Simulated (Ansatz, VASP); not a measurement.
Two plane-wave programs on Mg

File INCAR:

```
  PREC = Accurate
  ENCUT = 520
  EDIFF = 1E-7
  ISMEAR = 0
  SIGMA = 0.026000000000000002
  LREAL = F
  LASPH = T
  NELM = 80
  ALGO = Normal
  ISIF = 2
  LWAVE = F
  LCHARG = T
  GGA = PE
  LELF = T
  LVHAR = T
```

KPOINTS

```
regular mesh
0
Gamma
  10 10 5
```

File POSCAR:

```
Mg
1.0
    3.2093000000      0.0000000000      0.0000000000
   -1.6046500000      2.7793353284      0.0000000000
    0.0000000000      0.0000000000      5.2103000000
Mg
2
Direct
    0.6666666667      0.3333333333      0.7500000000
    0.3333333333      0.6666666667      0.2500000000
```

input.yaml

```yaml
crystal:
  lattice:
    - [3.2093, 0.0, 0.0]
    - [-1.60465, 2.7793353284, 0.0]
    - [0.0, 0.0, 5.2103]
  atoms:
    - { symbol: Mg, position: [0.6666666667, 0.3333333333, 0.75] }
    - { symbol: Mg, position: [0.3333333333, 0.6666666667, 0.25] }
hamiltonian:
  xc: pbe
  pseudopotentials: { kind: paw }
kpoints:
  mp_grid: { grid: [10, 10, 5] }
scf:
  occupations: { method: gaussian, width: 0.026 }
output:
  forces: true
  stress: true
  eigenvalues: true
```

Alike in both runs: task single point; functional PBE; k mesh 10 × 10 × 5; occupations gaussian, width 0.026 eV; no spin polarisation.

|  | VASP | Ansatz |
| --- | --- | --- |
| version | VASP 6.6.1 | Ansatz 0.2.0 |
| potentials or method | VASP PAW PBE potentials, release 64 (Mg) | Ansatz PAW |
| plane-wave cutoff (eV) | 520 | 420 |
| valence electrons in the cell | 4 | 20 |

```csv
,VASP,Ansatz,Ansatz less VASP
gap on the k mesh at the Fermi level (eV),none,none,-
pressure (GPa),-0.6,-0.4,+0.13
largest component of the traceless stress (GPa),0.47,0.47,-0.009
```

A gap of «none» marks a metal or a gap that the smearing closes. The functional is the same, so the differences come from potentials, cutoffs and numerics. The two sets of potentials don't hold the same shells in valence.
